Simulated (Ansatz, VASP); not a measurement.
## Two plane-wave programs on MgO

```xyz
2
Lattice="2.3601 0.0000 0.0000 0.0000 2.3601 0.0000 0.0000 0.0000 2.3601" Properties=species:S:1:pos:R:3 pbc="T T T"
Mg    0.0000    0.0000    0.0000
O     1.1800    1.1800    1.1800
```

Alike in both runs: task single point; functional PBEsol; k mesh 14 × 14 × 14; occupations gaussian, width 0.05 eV; no spin polarisation.

|  | VASP | Ansatz |
| --- | --- | --- |
| version | VASP 6.6.1 | Ansatz 0.2.0 |
| potentials or method | VASP PAW PBE potentials, release 64 (Mg, O) | scalar-relativistic, plane waves, PAW |
| plane-wave cutoff (eV) | 520 | 420 |
| valence electrons in the cell | 8 | 16 |

```csv
,VASP,Ansatz,Ansatz less VASP
gap on the k mesh at the Fermi level (eV),6.00,6.00,+0.002
least direct gap on the mesh (eV),6.00,6.00,+0.002
```

With one functional, cell and mesh, what is left measures potentials, basis and numerics. The two sets of potentials don't hold the same shells in valence.

 A k mesh can miss the band edges. As with any semilocal functional, this PBEsol gap is likely too small.
